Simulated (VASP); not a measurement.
# C (Fd-3m) in VASP: notebook

The runs below take C through relaxation of cell and atoms, single point, with PBE.

Everything below comes from runs of VASP 6.6.1. Logs are shortened: lines on timing, memory, paths and dates and some standing lists are left out, and cuts for length are marked.

## Step 1: The structure

Symmetry: Fd-3m, No. 227, cubic system. The conventional cell has a = 3.567 Å, b = 3.567 Å, c = 3.567 Å, α = 90.00°, β = 90.00°, γ = 90.00°. C (site symmetry -43m) is surrounded by 4 C at 1.54 Å.

This isn't the form of C at room conditions, which is graphite.

## Step 2: Relaxation of cell and atoms, PBE

INCAR

```
SYSTEM = C
PREC     = Accurate       ! precision mode
ENCUT    = 520            ! plane-wave cutoff, eV
EDIFF    = 1E-7           ! SCF threshold, eV
ISMEAR   = 0              ! smearing method
SIGMA    = 0.02           ! smearing width, eV
LREAL    = .FALSE.        ! projectors in reciprocal space
LASPH    = .TRUE.         ! aspherical terms in the spheres
NELM     = 100            ! most SCF steps
ALGO     = Normal         ! electronic algorithm
ISIF     = 3              ! what is computed and relaxed
LWAVE    = .FALSE.        ! write WAVECAR
LCHARG   = .FALSE.        ! write CHGCAR
GGA      = PE             ! functional
IBRION   = 2              ! ionic algorithm
NSW      = 80             ! ionic steps
EDIFFG   = -0.002         ! ionic threshold
```

KPOINTS

```
Automatic mesh
0
G
  6 6 6
  0 0 0
```

POSCAR

```
C
1.0
    0.0000000000      1.7833700000      1.7833700000
    1.7833700000      0.0000000000      1.7833700000
    1.7833700000      1.7833700000      0.0000000000
C
2
Direct
    0.0000000000      0.0000000000      0.0000000000
    0.2500000000      0.2500000000      0.2500000000
```

Potentials or basis: VASP PAW PBE potentials, release 64 (C).

Command:

```bash
$ cat potpaw_PBE.64/C/POTCAR > POTCAR
$ mpirun -np 1 vasp_std > vasp.out
```

OUTCAR:

```text
SYSTEM = C
   PREC = Accurate
   ENCUT = 520
   EDIFF = 1E-7
   ISMEAR = 0
   LREAL = .FALSE.
   LASPH = .TRUE.
   NELM = 100
   ISIF = 3
   GGA = PE
   IBRION = 2
   NSW = 80
   EDIFFG = -0.002

 ion  position               nearest neighbor table
   1  0.000  0.000  0.000-   2 1.54   2 1.54   2 1.54   2 1.54
   2  0.250  0.250  0.250-   1 1.54   1 1.54   1 1.54   1 1.54

  LATTYP: Found a face centered cubic cell.
 ALAT       =     3.5667400000

  Lattice vectors:

 A1 = (   0.0000000000,   1.7833700000,   1.7833700000)
 A2 = (   1.7833700000,   0.0000000000,   1.7833700000)
 A3 = (   1.7833700000,   1.7833700000,   0.0000000000)

Analysis of symmetry for initial positions (statically):
=====================================================================
 Subroutine PRICEL returns:
 Original cell was already a primitive cell.

 Routine SETGRP: Setting up the symmetry group for a
 face centered cubic supercell.

 Subroutine GETGRP returns: Found 48 space group operations
 (whereof 24 operations were pure point group operations)
 out of a pool of 48 trial point group operations.

The static configuration has the point symmetry T_d .
 The point group associated with its full space group is O_h .

Analysis of symmetry for dynamics (positions and initial velocities):
=====================================================================
 Subroutine PRICEL returns:
 Original cell was already a primitive cell.

 Routine SETGRP: Setting up the symmetry group for a
 face centered cubic supercell.

 Subroutine GETGRP returns: Found 48 space group operations
 (whereof 24 operations were pure point group operations)
 out of a pool of 48 trial point group operations.

The dynamic configuration has the point symmetry T_d .
 The point group associated with its full space group is O_h .

 Subroutine INISYM returns: Found 48 space group operations
 (whereof 24 operations are pure point group operations),
 and found     1 'primitive' translations

----------------------------------------------------------------------------------------

                                     Primitive cell

  volume of cell :      11.3437

  direct lattice vectors                    reciprocal lattice vectors
     0.000000000  1.783370000  1.783370000    -0.280368067  0.280368067  0.280368067
     1.783370000  0.000000000  1.783370000     0.280368067 -0.280368067  0.280368067
     1.783370000  1.783370000  0.000000000     0.280368067  0.280368067 -0.280368067

  length of vectors
[... 66 lines left out ...]
   ICHARG =      2    charge: 1-file 2-atom 10-const
   ISPIN  =      1    spin polarized calculation?
   LNONCOLLINEAR =      F non collinear calculations
   LSORBIT =      F    spin-orbit coupling
   LASPH  =      T    aspherical Exc in radial PAW
   ENCUT  =  520.0 eV  38.22 Ry    6.18 a.u.   4.69  4.69  4.69*2*pi/ulx,y,z
   NELM   =    100;   NELMIN=  2; NELMDL= -5     # of ELM steps
   EDIFF  = 0.1E-06   stopping-criterion for ELM
   LREAL  =      F    real-space projection
   EDIFFG = -.2E-02   stopping-criterion for IOM
   NSW    =     80    number of steps for IOM
   IBRION =      2    ionic relax: 0-MD 1-quasi-New 2-CG
   NFREE  =      1    steps in history (QN), initial steepest desc. (CG)
   ISIF   =      3    stress and relaxation
   ISYM   =      2    0-nonsym 1-usesym 2-fastsym
   POTIM  = 0.5000    time-step for ionic-motion
   TEBEG  =    0.0;   TEEND  =   0.0 temperature during run
   PSTRESS=    0.0 pullay stress
   NELECT =       8.0000    total number of electrons
   NUPDOWN=      -1.0000    fix difference up-down
   EMIN   =  10.00;   EMAX   =-10.00  energy-range for DOS
   EFERMI =   0.00;   METHOD = LEGACY
   ISMEAR =     0;   SIGMA  =   0.02  broadening in eV -4-tet -1-fermi 0-gaus
   EFERMI_NEDOS =   21; number of points for ismear=-14 and -15
   IALGO  =     38    algorithm
   IMIX   =      4    mixing-type and parameters
     AMIX     =   0.40;   BMIX     =  1.00
     AMIX_MAG =   1.60;   BMIX_MAG =  1.00
  volume/ion in A,a.u.               =       5.67        38.28
  Fermi-wavevector in a.u.,A,eV,Ry     =   1.457203  2.753714 28.891161  2.123440
  Thomas-Fermi vector in A             =   2.574032
   LORBIT       =      0    0 simple, 1 ext, 2 COOP (PROOUT), +10 PAW based schemes
   GGA     = PE    functional components
   LHFCALC =     F    Hartree Fock is set to
   AEXX    =    0.0000 exact exchange contribution
   IVDW    =     0    specifies the selected vdW correction
   LEPSILON=     F    determine dielectric tensor
   LRPA    =     F    only Hartree local field effects (RPA)
 conjugate gradient relaxation of ions
 non-spin polarized calculation
 Gauss-broadening in eV      SIGMA  =   0.02
  energy-cutoff  :      520.00
  volume of cell :       11.34
 maximum number of plane-waves:       310
   NGX =  9   NGY =  9   NGZ =  9

--------------------------------------- Ionic step        1  -------------------------------------------

 number of electron       7.9999999 magnetization

 Free energy of the ion-electron system (eV)
  ---------------------------------------------------
  ext. energy  EPLUGINS =         0.00000000
  ---------------------------------------------------
  free energy    TOTEN  =       -18.17589046 eV

  energy without entropy =      -18.17589046  energy(sigma->0) =      -18.17589046

------------------------ aborting loop because EDIFF is reached ----------------------------------------

  FORCE on cell =-STRESS in cart. coord.  units (eV):
  Direction    XX          YY          ZZ          XY          YZ          ZX
  --------------------------------------------------------------------------------------
  -------------------------------------------------------------------------------------
  Total        0.1787782      0.1787782      0.1787782      0.0000000      0.0000000      0.0000000
  in kB       25.2505404     25.2505404     25.2505404      0.0000000      0.0000000      0.0000000
  external PRESSURE =      25.2505404 kB  Pullay stress =       0.0000000 kB
[... 59 lines left out ...]
--------------------------------------- Ionic step        3  -------------------------------------------

 number of electron       7.9999999 magnetization

 Free energy of the ion-electron system (eV)
  ---------------------------------------------------
  ext. energy  EPLUGINS =         0.00000000
  ---------------------------------------------------
  free energy    TOTEN  =       -18.17640354 eV

  energy without entropy =      -18.17640354  energy(sigma->0) =      -18.17640354

 E-fermi :   9.8440     XC(G=0): -13.2204

 val. band max:        9.6502928270   @ k =   0.0000   0.0000   0.0000
 cond. band min:      13.7888903733   @ k =   0.3333   0.3333   0.0000
 fundamental gap:      4.1385975464
 Fermi energy:         9.8439516877

 k-point     1 :       0.0000    0.0000    0.0000
  band No.  band energies     occupation
      1     -11.7510      2.00000
      2       9.6503      2.00000
      3       9.6503      2.00000
      4       9.6503      2.00000
      5      15.2233      0.00000
      6      15.2233      0.00000
      7      15.2233      0.00000
      8      22.8504      0.00000
[... 192 lines left out ...]
  FREE ENERGIE OF THE ION-ELECTRON SYSTEM (eV)
  ---------------------------------------------------
  free  energy   TOTEN  =       -18.1764035434 eV

  energy  without entropy=      -18.1764035434  energy(sigma->0) =      -18.17640354

 reached required accuracy - stopping structural energy minimisation
```

It took 4.1 s on 1 thread of Intel Xeon Platinum 8488C (Sapphire Rapids), shared host; peak memory 0.11 GiB.

Results:

| Quantity | Value |
| --- | --- |
| Free energy | -18.1764 eV |
| Relaxed volume | 5.70 Å³/atom |
| Relaxed cell | a = 2.527 Å, b = 2.527 Å, c = 2.527 Å, α = 60.00°, β = 60.00°, γ = 60.00° |
| Space group after relaxing (to 0.05 Å) | Fd-3m (No. 227) |
| Energy gained by relaxing | 0.3 meV/atom |
| Ionic steps | 3 |
| Pressure after relaxing | 0.0 GPa |
| Band gap on the k mesh | 4.14 eV, indirect (least direct gap 5.57 eV) |

Step by step:
| step | energy change (eV) | largest force (eV/Å) | pressure (GPa) | volume (Å³) |
| --- | --- | --- | --- | --- |
| 1 | 0.0000 | 0.0000 | 2.53 | 11.34 |
| 2 | 0.0003 | 0.0000 | -3.04 | 11.49 |
| 3 | -0.0005 | 0.0000 | 0.01 | 11.41 |

Final structure:
```
C
1.0
     0.00000    1.78680    1.78680
     1.78680    0.00000    1.78680
     1.78680    1.78680    0.00000
C
2
Direct
  0.00000 0.00000 0.00000
  0.25000 0.25000 0.25000
```

Caveat: the k mesh is coarse (spacing up to 0.51 Å⁻¹), so the values aren't converged.

## Step 3: Relaxation of cell and atoms, PBE

This run uses another cell than the first one, of 5.70 Å³/atom, 1.006 times its volume.

INCAR is that of step 2.

KPOINTS is that of step 2.

POSCAR

```
C                                       
1.0
    0.0000000000      1.7868017501      1.7868017501
    1.7868017501     -0.0000000000      1.7868017501
    1.7868017501      1.7868017501     -0.0000000000
  C             
     2
Direct
     0.0000000000000000    0.0000000000000000    0.0000000000000000
     0.2500000000000000    0.2500000000000000    0.2500000000000000
```

Potentials or basis: VASP PAW PBE potentials, release 64 (C).

Command:

```bash
$ cat potpaw_PBE.64/C/POTCAR > POTCAR
$ mpirun -np 1 vasp_std > vasp.out
```

Run time: 2.4 s. Hardware: 1 thread of Intel Xeon Platinum 8488C (Sapphire Rapids), shared host; peak memory 0.11 GiB.

Results (log left out):

| Quantity | Value |
| --- | --- |
| Free energy | -18.1765 eV |
| Pressure after relaxing | 0.0 GPa |
| Band gap on the k mesh | 4.14 eV, indirect (least direct gap 5.57 eV) |

Final structure:
```xyz
2
Lattice="0.0000 1.7868 1.7868 1.7868 0.0000 1.7868 1.7868 1.7868 0.0000" Properties=species:S:1:pos:R:3 pbc="T T T"
C     0.0000    0.0000    0.0000
C     0.8934    0.8934    0.8934
```

Levels at points of the mesh, in eV from the valence-band top:
```csv
k point,band 2,band 3,band 4,band 5,band 6,band 7
"(0.00, 0.00, 0.00)",0.00,0.00,0.00,5.57,5.57,5.57
"(0.50, 0.00, 0.00)",-13.31,-2.79,-2.79,8.43,8.43,8.77
"(0.50, 0.50, 0.00)",-12.72,-6.26,-6.26,4.75,4.75,16.72
```

Caveat: the k mesh is coarse (spacing up to 0.51 Å⁻¹), so the values aren't converged; the relaxation stopped at its first step, so nothing moved.

## Step 4: Single point, PBE

This run uses another cell than the first one, of 5.70 Å³/atom, 1.006 times its volume.

Changes to INCAR since step 3:

```diff
@@ -10,3 +10,3 @@
 ALGO     = Normal         ! electronic algorithm
-ISIF     = 3              ! what is computed and relaxed
+ISIF     = 2              ! what is computed and relaxed
 LWAVE    = .FALSE.        ! write WAVECAR
@@ -14,4 +14,2 @@
 GGA      = PE             ! functional
-IBRION   = 2              ! ionic algorithm
-NSW      = 80             ! ionic steps
-EDIFFG   = -0.002         ! ionic threshold
+NBANDS   = 11             ! bands
```

KPOINTS is that of step 3.

POSCAR

```
C                                       
1.0
    0.0000000000      1.7868017501      1.7868017501
    1.7868017501      0.0000000000      1.7868017501
    1.7868017501      1.7868017501      0.0000000000
  C             
     2
Direct
     0.0000000000000000    0.0000000000000000    0.0000000000000000
     0.2500000000000000    0.2500000000000000    0.2500000000000000
```

Potentials or basis: VASP PAW PBE potentials, release 64 (C).

Command:

```bash
$ cat potpaw_PBE.64/C/POTCAR > POTCAR
$ mpirun -np 1 vasp_std > vasp.out
```

OUTCAR:

```text
SYSTEM = C
   PREC = Accurate
   ENCUT = 520
   EDIFF = 1E-7
   ISMEAR = 0
   LREAL = .FALSE.
   LASPH = .TRUE.
   NELM = 100
   ISIF = 2
   GGA = PE

 ion  position               nearest neighbor table
   1  0.000  0.000  0.000-   2 1.55   2 1.55   2 1.55   2 1.55
   2  0.250  0.250  0.250-   1 1.55   1 1.55   1 1.55   1 1.55

  LATTYP: Found a face centered cubic cell.
 ALAT       =     3.5736035002

  Lattice vectors:

 A1 = (   0.0000000000,   1.7868017501,   1.7868017501)
 A2 = (   1.7868017501,   0.0000000000,   1.7868017501)
 A3 = (   1.7868017501,   1.7868017501,   0.0000000000)

Analysis of symmetry for initial positions (statically):
=====================================================================
 Subroutine PRICEL returns:
 Original cell was already a primitive cell.

 Routine SETGRP: Setting up the symmetry group for a
 face centered cubic supercell.

 Subroutine GETGRP returns: Found 48 space group operations
 (whereof 24 operations were pure point group operations)
 out of a pool of 48 trial point group operations.

The static configuration has the point symmetry T_d .
[... 165 lines left out ...]
      2       9.6501      2.00000
      3       9.6501      2.00000
      4       9.6501      2.00000
      5      15.2234      0.00000
      6      15.2234      0.00000
      7      15.2234      0.00000
      8      22.8503      0.00000
      9      28.8693      0.00000
     10      36.1189      0.00000
     11      36.1189      0.00000
[... 197 lines left out ...]
 k-point    16 :      -0.3333    0.5000    0.1667
  band No.  band energies     occupation
      1      -2.5353      2.00000
      2      -2.5353      2.00000
      3       1.8847      2.00000
      4       1.8847      2.00000
      5      17.8431      0.00000
      6      17.8431      0.00000
      7      24.0861      0.00000
      8      24.0861      0.00000
      9      31.2503      0.00000
     10      31.2503      0.00000
     11      40.2316      0.00000

------------------------ aborting loop because EDIFF is reached ----------------------------------------

  FORCE on cell =-STRESS in cart. coord.  units (eV):
  Direction    XX          YY          ZZ          XY          YZ          ZX
  --------------------------------------------------------------------------------------
  -------------------------------------------------------------------------------------
  Total       -0.0002722     -0.0002722     -0.0002722      0.0000000     -0.0000000      0.0000000
  in kB       -0.0382310     -0.0382310     -0.0382310      0.0000000     -0.0000000      0.0000000
  external PRESSURE =      -0.0382310 kB  Pullay stress =       0.0000000 kB

 VOLUME and BASIS-vectors are now :
 -----------------------------------------------------------------------------
  energy-cutoff  :      520.00
  volume of cell :       11.41
      direct lattice vectors                 reciprocal lattice vectors
     0.000000000  1.786801750  1.786801750    -0.279829589  0.279829589  0.279829589
     1.786801750  0.000000000  1.786801750     0.279829589 -0.279829589  0.279829589
     1.786801750  1.786801750  0.000000000     0.279829589  0.279829589 -0.279829589

 POSITION                                       TOTAL-FORCE (eV/Angst)
 -----------------------------------------------------------------------------------
      0.00000      0.00000      0.00000        -0.000000     -0.000000     -0.000000
      0.89340      0.89340      0.89340         0.000000      0.000000      0.000000
 -----------------------------------------------------------------------------------
    total drift:                                0.000000      0.000000      0.000000

  FREE ENERGIE OF THE ION-ELECTRON SYSTEM (eV)
  ---------------------------------------------------
  free  energy   TOTEN  =       -18.1764713139 eV

  energy  without entropy=      -18.1764713139  energy(sigma->0) =      -18.17647131
```

Wall time 2.6 s (1 thread of Intel Xeon Platinum 8488C (Sapphire Rapids), shared host); peak memory 0.11 GiB.

What came out:

```yaml
Free_energy: -18.1765 eV
Pressure: 0.0 GPa
Band_gap_on_the_k_mesh: 4.14 eV, indirect (least direct gap 5.57 eV)
```

Levels at points of the mesh, in eV from the valence-band top:
```
           k point  band 1  band 2  band 3  band 4  band 5  band 6  band 7  band 8
(0.00, 0.00, 0.00)  -21.40    0.00    0.00    0.00    5.57    5.57    5.57   13.20
(0.50, 0.00, 0.00)  -15.66  -13.31   -2.79   -2.79    8.43    8.43    8.77   15.64
(0.50, 0.50, 0.00)  -12.72  -12.72   -6.26   -6.26    4.75    4.75   16.72   16.72
```

Caveat: the k mesh is coarse (spacing up to 0.51 Å⁻¹), so the values aren't converged. A k mesh can miss the band edges.

## Step 5: Single point, PBE (a relaxed cell with its volume scaled by 0.97)

INCAR is that of step 4.

KPOINTS is that of step 4.

POSCAR

```
C                                       
1.0
    0.0000000000      1.7687520135      1.7687520135
    1.7687520135      0.0000000000      1.7687520135
    1.7687520135      1.7687520135      0.0000000000
  C             
     2
Direct
     0.0000000000000000    0.0000000000000000    0.0000000000000000
     0.2500000000000000    0.2500000000000000    0.2500000000000000
```

Command:

```bash
$ cat potpaw_PBE.64/C/POTCAR > POTCAR
$ mpirun -np 1 vasp_std > vasp.out
```

Run time: 3.1 s. Hardware: 1 thread of Intel Xeon Platinum 8488C (Sapphire Rapids), shared host; peak memory 0.11 GiB.

The run converged. Its results:

```yaml
Free_energy: -18.1613 eV
Pressure: 14.0 GPa
Band_gap_on_the_k_mesh: 4.21 eV, indirect (least direct gap 5.66 eV)
```

Levels at points of the mesh, in eV from the valence-band top:
| k point | band 1 | band 2 | band 3 | band 4 | band 5 | band 6 | band 7 | band 8 | band 9 |
| --- | --- | --- | --- | --- | --- | --- | --- | --- | --- |
| (0.00, 0.00, 0.00) | -21.81 | 0.00 | 0.00 | 0.00 | 5.66 | 5.66 | 5.66 | 13.90 | 19.61 |
| (0.50, 0.00, 0.00) | -15.89 | -13.65 | -2.86 | -2.86 | 8.56 | 8.56 | 9.19 | 15.92 | 22.26 |
| (0.50, 0.50, 0.00) | -12.94 | -12.94 | -6.45 | -6.45 | 4.81 | 4.81 | 17.19 | 17.19 | 23.70 |

Caveat: the k mesh is coarse (spacing up to 0.51 Å⁻¹), so the values aren't converged. A k mesh can miss the band edges.

## Step 6: The runs side by side

```csv
task,cell,gap on the mesh (eV),pressure (GPa)
relaxation of cell and atoms,relaxed,4.14,0.0
single point,as given,4.14,0.0
single point,a relaxed cell with its volume scaled by 0.97,4.21,14.0
```

Alike in all rows: level PBE; potentials or basis VASP PAW PBE potentials, release 64 (C); no spin polarisation; k mesh 6 × 6 × 6; cutoff (eV) 520; smearing gaussian 0.02 eV; the mesh is coarse, so values aren't converged.

Caveats: all runs use coarse meshes; the relaxation stopped at its first step, so nothing moved (some runs).

Total energies depend on the potentials used, so only differences within one code and one set of settings carry meaning.
